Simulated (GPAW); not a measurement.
Crystal: ZnS.

```xyz
2
Lattice="0.0000 2.7020 2.7020 2.7020 0.0000 2.7020 2.7020 2.7020 0.0000" Properties=species:S:1:pos:R:3 pbc="T T T"
Zn    4.0530    4.0530    4.0530
S     0.0000    0.0000    0.0000
```

```yaml
Program: GPAW 26.7.0
Task: relaxation of cell and atoms
Functional: PBEsol
Dispersion: D4
Potentials_or_basis: PAW data sets generated in the run's folder for this functional
Cutoff: 600 eV
Basis: pw
k_mesh: 9 × 9 × 9
Occupations: fermi-dirac, width 0.05 eV
Spin: no spin polarisation
```

At the start: pressure -3.3 GPa; volume 19.73 Å³/atom.

Task: Where does the relaxation end?

Result: Over 7 steps the energy falls by 8.9 meV/atom and the volume is 18.77 Å³/atom (-4.8 %); space group F-43m (No. 216, to 0.05 Å).

Step by step:
```csv
step,energy change (eV),largest force (eV/Å),pressure (GPa),volume (Å³)
1,0.0000,0.0000,-3.35,39.45
2,-0.0047,0.0000,-2.92,39.21
3,-0.0116,0.0000,-2.10,38.76
4,-0.0170,0.0000,-0.93,38.17
5,-0.0177,0.0000,0.46,37.53
6,-0.0177,0.0000,0.45,37.53
7,-0.0178,0.0000,0.41,37.55
```

Final structure:
```
Zn S
1.0
     0.00000    2.65777    2.65777
     2.65777    0.00000    2.65777
     2.65777    2.65777    0.00000
Zn S
1 1
Direct
  0.75000 0.75000 0.75000
  0.00000 0.00000 0.00000
```

Caveat: later steps reuse the first step's grids.
